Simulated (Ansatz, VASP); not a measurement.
This is a calculation of InAs for Ansatz 0.2.0.

File input.yaml:

```yaml
crystal:
  lattice:
    - [0.0, 3.018, 3.018]
    - [3.018, 0.0, 3.018]
    - [3.018, 3.018, 0.0]
  atoms:
    - { symbol: In, position: [0.0, 0.0, 0.0] }
    - { symbol: As, position: [0.75, 0.75, 0.75] }
hamiltonian:
  xc: pbe
  pseudopotentials: { kind: paw, azcp: { folder: soft_1 } }
kpoints:
  mp_grid: { grid: [8, 8, 8] }
scf:
  occupations: { method: fermi_dirac, width: 0.05 }
output:
  forces: true
  stress: true
  eigenvalues: true
```

Potentials or basis: Ansatz PAW soft_1.

Command:

```console
$ ansatz run input.yaml --threads 1 --pin off --max-ram 3584MiB --backend cpu --events-out ev --progress --plain --runs-dir out
```

Translate it to VASP 6.6.1. Potentials there: VASP PAW PBE potentials, release 64 (In_d, As).

As run (the cutoff follows the program's own potentials):

The input INCAR:

```
SYSTEM = InAs
PREC = Accurate
ENCUT = 520
EDIFF = 1E-6
ISMEAR = -1
SIGMA = 0.05
LREAL = .False.
LASPH = .True.
NELM = 80
ALGO = Normal
ISIF = 2
LWAVE = .False.
LCHARG = .True.
GGA = PE
LELF = .True.
LVHAR = .True.
NBANDS = 16
```

KPOINTS

```
regular mesh
0
Gamma
  8 8 8
  0 0 0
```

File POSCAR:

```
InAs
1.0
    0.0000000000      3.0180000000      3.0180000000
    3.0180000000      0.0000000000      3.0180000000
    3.0180000000      3.0180000000      0.0000000000
In As
1 1
Direct
    0.0000000000      0.0000000000      0.0000000000
    0.7500000000      0.7500000000      0.7500000000
```

Potentials or basis: VASP PAW PBE potentials, release 64 (In_d, As).

Launch:

```sh
$ cat potpaw_PBE.64/In_d/POTCAR potpaw_PBE.64/As/POTCAR > POTCAR
$ mpirun -np 1 vasp_std > vasp.out
```

Both were run:

|  | VASP | Ansatz | Ansatz less VASP |
| --- | --- | --- | --- |
| gap on the k mesh at the Fermi level (eV) | none | none | - |
| pressure (GPa) | 4.4 | 4.3 | -0.06 |

A gap of «none» marks a metal or a gap that the smearing closes. The two sets of potentials don't hold the same shells in valence.

Caveats: this crystal is a semiconductor, whose small gap the functional closes, so the metal is an error of the method.
